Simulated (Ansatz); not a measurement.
Crystal: HgTe.

```
CELL_PARAMETERS angstrom
-3.04560 3.04560 1.55941
3.04560 -3.04560 1.55941
3.04560 3.04560 -1.55941
ATOMIC_POSITIONS crystal
Hg 0.75000 0.25000 0.50000
Te 0.00000 0.00000 0.00000
```

Measurements of this composition are mostly on another form, of space group No. 216.

Base run:

| Property | Result |
| --- | --- |
| Program | Ansatz 0.2.0 |
| Functional | PBEsol |
| Potentials or basis | all-electron LAPW, scalar-relativistic |
| Cutoff | 207 eV |
| Density cutoff | 829 eV |
| Basis error allowed | 0.001 eV/atom |
| k mesh | 8 × 8 × 8 |
| Occupations | fermi-dirac, width 0.05 eV |
| Spin | no spin polarisation |

Its results: pressure -3.7 GPa.

Question: The run is repeated on the same cell with these changes: k mesh from 8 × 8 × 8 to 6 × 6 × 6; occupations from fermi-dirac, width 0.05 eV to fermi-dirac, width 0.03 eV. What comes out?

Answer: Pressure -3.3 GPa.

Caveats: some runs use coarse meshes; the k mesh is thin for a metal, which can move the energy by tens of meV per atom.

Not every run made on this cell is shown here.
